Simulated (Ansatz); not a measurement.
SnO: how the axes shrink under pressure

SnO, P4/nmm, a = 3.806 Å, c = 4.751 Å. Ansatz: PBEsol, PAW, 420 eV, Γ-centred 10×10×4 mesh on 8 atoms, Gaussian smearing 0.10 eV; no spin polarisation. Cell and atoms are relaxed at each pressure, and no other structure is tried, so the rows at high pressure may lie past a change of phase. y = 100 ln(c/c0) with c0 = 9.5028 Å, so nearly a change in per cent. The pressures are the targets, met within 0.02 GPa.

```
P (GPa) y  100 ln(a/a0)
    0.0    0.00          0.00
    3.0   -4.80         -1.10
    8.0   -8.88         -2.76
   15.0       ?             ?
   30.0  -16.91         -6.68
```

Question: Fit y = c1 P + c2 P² to the other rows, give the linear compressibility along c, and predict the missing y.

Answer: Least squares on the rows shown. y = −1.3799 P + 0.027232 P². The linear compressibility along c is −c1/100 = 13.80 per TPa, against 3.88 along a from the same fit to the last column (its missing entry is -4.38): the crystal is softer along c at low pressure. The runs next to zero pressure give 16.06 and 3.66, so a parabola over the whole range misstates the start. At P = 15.0 the fit asked for gives -14.57. The run gave -12.28, so the fit is 2.29 too low, 14 % of the span of the series, against an rms of 0.58 on the fitted rows. With a term in P³ added, a fit to the same known rows (none to spare) predicts -9.77, which misses by about as much or more on the other side: the known rows don't fix the higher terms. The parabola turns at P = 25.3, between the two outer rows, which can neither show nor exclude a turn there.

The mesh isn't the same in all rows (10×10×4, 10×10×6).